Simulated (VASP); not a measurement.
MoSe2:

```
Mo Se
1.0
     3.27866    0.00000    0.00000
    -1.63933    2.83941    0.00000
     0.00000    0.00000   12.72501
Mo Se
2 4
Direct
  0.33333 0.66667 0.25000
  0.66667 0.33333 0.75000
  0.33333 0.66667 0.61833
  0.66667 0.33333 0.11833
  0.33333 0.66667 0.88167
  0.66667 0.33333 0.38167
```

Base run:

* Program: VASP 6.6.1
* Functional: LDA
* Potentials or basis: VASP PAW LDA potentials, release 64 (Mo_sv, Se)
* Cutoff: 520 eV
* k mesh: 9 × 9 × 2
* Occupations: gaussian, width 0.03 eV
* Spin: no spin polarisation

Its results: band gap on the k mesh 0.79 eV, indirect (least direct gap 1.46 eV).

Question: The run is repeated on the same cell with these changes: functional from LDA to TB-mBJ; potentials or basis from VASP PAW LDA potentials, release 64 (Mo_sv, Se) to VASP PAW PBE potentials, release 64 (Mo_sv, Se). What comes out?

Answer: Band gap on the k mesh 1.01 eV, indirect (least direct gap 1.46 eV).

Caveats: the mesh misses the band edges, which the band path finds closer together.
